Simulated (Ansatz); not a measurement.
KF: two-dimensional strain map

Level of theory: Ansatz 0.2.0, DFT PBEsol, scalar-relativistic, plane waves, PAW. Settings: plane waves to 420 eV, k-mesh 8×8×8 (Γ-centred), Gaussian smearing 0.05 eV. No spin polarisation. Energies are free energies at this smearing, counted from the undisturbed cell; pressure is positive in compression.

The starting cell (as given, not relaxed at this level; it stands at -2.5 GPa; this CsCl-type form isn't the usual structure):

```
K F
1.0
     3.25895    0.00000    0.00000
     0.00000    3.25895    0.00000
     0.00000    0.00000    3.25895
K F
1 1
Direct
  0.00000 0.00000 0.00000
  0.50000 0.50000 0.50000
```

The cell is strained by p along both x and y and by q along z, fractional coordinates fixed. Points are written (p, q).

p was sampled at -0.080, -0.040, 0.000, 0.040, 0.080 and q at -0.080, -0.040, 0.000, 0.040, 0.080.

Question: Where on the computed points is the energy highest, and how high?

Answer: At (0.080, 0.080): 126.2 meV/atom.

Question: Away from (0, 0), which computed point is lowest?

Answer: (-0.040, -0.040): -6.6 meV/atom.

The map, in meV/atom:

| p \ q | -0.080 | -0.040 | 0.000 | 0.040 | 0.080 |
| --- | --- | --- | --- | --- | --- |
| -0.080 | 58.5 | 32.6 | 27.8 | 41.0 | 69.8 |
| -0.040 | 11.4 | -6.6 | -5.5 | 11.2 | 41.4 |
| 0.000 | 11.0 | -3.1 | 0.0 | 17.4 | 46.9 |
| 0.040 | 44.9 | 31.5 | 34.3 | 50.2 | 77.3 |
| 0.080 | 103.8 | 88.9 | 89.6 | 102.6 | 126.2 |